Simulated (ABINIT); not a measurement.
Wanted: an ASE script for an ABINIT 10.8.3 (patched build) run.

- Task: single point
- Functional: PBE
- Potentials or basis: JTH PAW PBE v2.0
- Cutoff: 544 eV
- k mesh: 9 × 9 × 5
- Occupations: fermi-dirac, width 0.05 eV
- Spin: no spin polarisation
- Fine-grid cutoff: 1088.46 eV
- Exchange and correlation inside the PAW spheres: full angular mesh (pawxcdev 0, this build's default; the released program takes 1)

The structure of PtS2 lies in PtS2.xyz:

```xyz
3
Lattice="3.5432000000 0.0000000000 0.0000000000 -1.7716000000 3.0685012107 0.0000000000 0.0000000000 0.0000000000 5.0388000000" Properties=species:S:1:pos:R:3 pbc="T T T"
Pt     0.0000000000      0.0000000000      0.0000000000
S      1.7716000002      1.0228337368      3.8949924000
S     -0.0000000002      2.0456674739      1.1438076000
```

These files were run (other wordings do the same):

run.py

```python
import json, os
import numpy as np
from ase.units import GPa
from ase.calculators.abinit import Abinit, AbinitProfile
from ase.io import read

atoms = read('PtS2.xyz')

profile = AbinitProfile(command='abinit', pp_paths=[os.path.abspath('pseudos')])
params = dict(
    pps='pawxml', xc='PBE',
    ecut=544.2277,
    pawecutdg=1088.4554,
    kptopt=1,
    ngkpt=[9, 9, 5],
    nshiftk=1,
    shiftk=[0.0, 0.0, 0.0],
    ixc=11,
    nband=15,
    occopt=3,
    tsmear=0.05,
    nstep=100,
    tolvrs=1e-09,
    prtwf=0,
    prtden=0,
)

atoms.calc = Abinit(profile=profile, directory='run', **params)
energy = atoms.get_potential_energy()
forces = atoms.get_forces()
stress = atoms.get_stress()
print(f'energy {energy:.6f} eV')
print('forces (eV/A)')
print(np.round(forces, 5))
print('stress (GPa, Voigt, tension positive)', np.round(stress / GPa, 4))
json.dump(dict(energy=energy, forces=forces.tolist(), stress=stress.tolist(), cell=atoms.cell.tolist(), frac=atoms.get_scaled_positions(wrap=False).tolist()), open('results.json', 'w'))
```

Potentials or basis: JTH PAW PBE v2.0.

The run is started by

```bash
$ python run.py
```

Results of the run:

```yaml
Pressure: 12.3 GPa
Largest_force: 1.367 eV/Å
Band_gap_on_the_k_mesh: 0.98 eV, indirect (least direct gap 1.03 eV)
Valence_electrons_inside_the_program's_atomic_spheres: Pt 8.89; S 3.58
```

Caveat: spin-orbit coupling is left out, which moves the levels of the heavy elements; an odd mesh through Γ misses points on the zone boundary, where band edges often lie; forces of over 1 eV/Å show positions far from the minimum, so gaps and moduli don't describe the material at rest.

Run time: 67 s on 1 thread of Arm Neoverse V1 (shared host), peak memory 0.14 GiB.
